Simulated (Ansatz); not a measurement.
Take a crystal in which K has been replaced by Li on all its sites, with the cell rescaled by a rough guess (in some cases also distorted within its space group) and nothing relaxed:

```
Li Cl
1.0
     0.00000    2.60685    2.60685
     2.60685    0.00000    2.60685
     2.60685    2.60685    0.00000
Li Cl
1 1
Cartesian
  0.0000 0.0000 0.0000
  2.6069 2.6069 2.6069
```

Computed with Ansatz, DFT PBE, scalar-relativistic, plane waves, PAW.

Plane waves to 420 eV, a k mesh through Γ of 8×8×8 on the computed 2-atom cell and Gaussian smearing (0.02 eV); no spin polarisation.

What pressure does the cell carry?

The pressure is -1.1 GPa (positive in compression), so the cell would contract.

Is it a metal on this mesh?

No: the gap is 6.06 eV, the least direct gap 6.06 eV.

What is its energy against the elements in their standard states?

-1.849 eV/atom at this unrelaxed geometry, with the elements in the same functional.